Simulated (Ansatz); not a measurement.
**TaN under strain — quadrupolar parameters**

The cell is a structure deposited in the COD, relaxed with PBE at fixed cell and then changed (z stretched by 2 %, ions relaxed).

```
Ta N
1.0
     2.93800    0.00000    0.00000
    -1.46900    2.54438    0.00000
     0.00000    0.00000    2.94066
Ta N
1 1
Direct
  0.33333 0.66667 0.50000
  0.00000 0.00000 0.00000
```

Sites (sets of like atoms) are named by element and the number of their first atom in this list.

Method: Kohn–Sham DFT in Ansatz, PBE, plane waves and PAW, scalar-relativistic, collinear spin, 420 eV cutoff, Γ-centred 18×18×16 k-points, Fermi–Dirac smearing 0.05 eV. Start moments as typed (μB): 2 on each Ta, none on the rest.

V_zz is the principal component of the electric field gradient with the largest magnitude, η = (V_xx − V_yy)/V_zz and C_Q = eQV_zz/h. Directions are in the Cartesian axes of the cell vectors above, for the atom listed; none is given where the gradient is under 0.02 or η is above 0.95.

Q: Give the quadrupolar parameters of the distinct sites.

A: 

```json
{"site": "Ta", "first atom": "1", "first shell": "6 N at 2.24 Å", "V_zz (10²¹ V/m²)": "6.89", "η": "0.00", "direction of V_zz (x, y, z)": "0.00 0.00 1.00"}
{"site": "N", "first atom": "2", "first shell": "6 Ta at 2.24 Å", "V_zz (10²¹ V/m²)": "0.48", "η": "0.00", "direction of V_zz (x, y, z)": "0.00 0.00 1.00"}
```

An axis of threefold or higher order runs through Ta and N, so V_zz lies along it and η is zero.

With no gap above 0.1 eV, as in a metal, the gradients converge slowly in k; expect changes of a tenth or more on a denser mesh. Without spin–orbit coupling the gradients at and beside Ta can be off by some per cent, at some sites by more. With these PAW files V_zz is typically within 2 to 3 % of all-electron values, but misses above 10 % occur on Ta. Semilocal functionals make gaps too small and can close them, so the real compound need not be a metal. The start moments die out, and the run ends without spin.
